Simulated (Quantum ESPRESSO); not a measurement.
The system is NiO.

```xyz
2
Lattice="2.5046 0.0000 0.0000 0.0000 2.5046 0.0000 0.0000 0.0000 2.5046" Properties=species:S:1:pos:R:3 pbc="T T T"
Ni    0.0000    0.0000    0.0000
O     1.2523    1.2523    1.2523
```

Measurements of this composition are mostly on another form, of space group No. 225.

```yaml
Program: Quantum ESPRESSO 7.5
Task: phonons
Functional: LDA
Potentials_or_basis: GBRV 1.5 LDA
Cutoff: 612 eV
Density_cutoff: 4898 eV
k_mesh: 6 × 6 × 6, shifted
Occupations: fermi-dirac, width 0.05 eV
Spin: collinear spin, ferromagnetic start
Starting_moments: "[1.0, 0.0] μB"
Form_of_the_LDA_correlation: PZ81
Mixing_beta: 0.3
Most_SCF_iterations: 120
SCF_threshold: 4e-10 Ry
```

The cell and the atoms were relaxed first, to 8.01 Å³/atom (a = 2.521 Å, b = 2.521 Å, c = 2.521 Å, α = 90.00°, β = 90.00°, γ = 90.00°), and the response was taken there.

Task: Where do the zone-centre optical modes lie?

Result: T1u at 67i cm⁻¹ (IR). Imaginary frequencies mark an instability of this cell.

Optical modes at Γ, degenerate ones joined:
```
cm⁻¹  components  symmetry  active in
 67i           3       T1u         IR
```

Caveat: the k mesh is coarse (spacing up to 0.42 Å⁻¹), so the values aren't converged; the mesh is thin for the phonons of a metal; some modes are imaginary; a cell with one magnetic atom can't hold antiferromagnetic order, which such compounds often take.
